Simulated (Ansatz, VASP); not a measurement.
This is a calculation of Be for VASP 6.6.1.

Contents of INCAR:

```
ALGO = Normal
EDIFF = 1E-7
ENCUT = 520
GGA = PE
ISIF = 2
ISMEAR = -1
LASPH = T
LCHARG = F
LREAL = F
LWAVE = F
NBANDS = 7
NELM = 100
PREC = Accurate
SIGMA = 0.05
```

The input KPOINTS:

```
k-points
0
Gamma
  15 15 15
```

The input POSCAR:

```
Be
1.0
   -1.2614200074      1.2614200074      1.2614200074
    1.2614200074     -1.2614200074      1.2614200074
    1.2614200074      1.2614200074     -1.2614200074
Be
1
Direct
    0.0000000000      0.0000000000      0.0000000000
```

Potentials or basis: VASP PAW PBE potentials, release 64 (Be).

Command:

```sh
$ cat potpaw_PBE.64/Be/POTCAR > POTCAR
$ mpirun -np 1 vasp_std > vasp.out
```

Question: Translate it to Ansatz 0.2.0. Potentials there: Ansatz PAW.

Answer: As run (the cutoff follows the program's own potentials):

File input.yaml:

```yaml
crystal:
  lattice:
    - [-1.2614200074, 1.2614200074, 1.2614200074]
    - [1.2614200074, -1.2614200074, 1.2614200074]
    - [1.2614200074, 1.2614200074, -1.2614200074]
  atoms:
    - { symbol: Be, position: [0.0, 0.0, 0.0] }
hamiltonian:
  xc: pbe
  pseudopotentials: { kind: paw }
kpoints:
  mp_grid: { grid: [15, 15, 15] }
scf:
  occupations: { method: fermi_dirac, width: 0.05 }
output:
  forces: true
  stress: true
  eigenvalues: true
```

Potentials or basis: Ansatz PAW.

Command:

```bash
$ ansatz run input.yaml --threads 1 --pin off --max-ram 3584MiB --backend cpu --events-out ev --progress --plain --runs-dir out
```

Both were run:

|  | VASP | Ansatz | Ansatz less VASP |
| --- | --- | --- | --- |
| gap on the k mesh at the Fermi level (eV) | none | none | - |
| pressure (GPa) | -3.0 | -3.2 | -0.14 |

A gap of «none» marks a metal or a gap that the smearing closes.
